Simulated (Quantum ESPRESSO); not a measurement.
The system is AgCl (Chlorargyrite).

```xyz
2
Lattice="0.0000 2.7350 2.7350 2.7350 0.0000 2.7350 2.7350 2.7350 0.0000" Properties=species:S:1:pos:R:3 pbc="T T T"
Ag    0.0000    0.0000    0.0000
Cl    2.7350    2.7350    2.7350
```

Base run:

- Program: Quantum ESPRESSO 7.5
- Functional: BLYP
- Potentials or basis: PseudoDojo 0.4.1 SR PBE standard
- Cutoff: 1116 eV
- Density cutoff: 4463 eV
- k mesh: 6 × 6 × 6, shifted
- Occupations: fermi-dirac, width 0.05 eV
- Spin: no spin polarisation

Its results: pressure 8.1 GPa; electronic dielectric tensor (diagonal) 5.16.

Question: After a change of settings the same cell gave: pressure 0.3 GPa; electronic dielectric tensor (diagonal) 5.37. Which change was it?
A. functional from BLYP to AM05
B. functional from BLYP to PBEsol; potentials or basis from PseudoDojo 0.4.1 SR PBE standard to PseudoDojo 0.4.1 SR PBEsol standard
C. functional from BLYP to PBE
D. functional from BLYP to WC

Answer: A.

AM05 binds more tightly than BLYP, so the same cell stands under less pressure.

Caveats: the potentials were made for another functional, which shifts forces and pressure; the cell is more than 3 GPa from zero pressure, which shifts response properties (some runs).
